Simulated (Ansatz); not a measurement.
Structure types of In were relaxed at one common pressure (all-electron LAPW in Ansatz 0.2.0 under PBE, scalar-relativistic, no spin polarisation, zero temperature). They take these volumes:

```tsv
type	space group	V (Å³/atom)
bcc	Im-3m	24.37
hcp	P6_3/mmc	24.35
diamond	Fd-3m	31.89
beta tin	I4_1/amd	25.09
omega	P6/mmm	24.53
```

Problem. At about which pressure, and is the densest type also the lowest in enthalpy?

Solution. 6.2 GPa. The densest types tie within 0.02 Å³/atom, and hcp is the lowest in enthalpy.
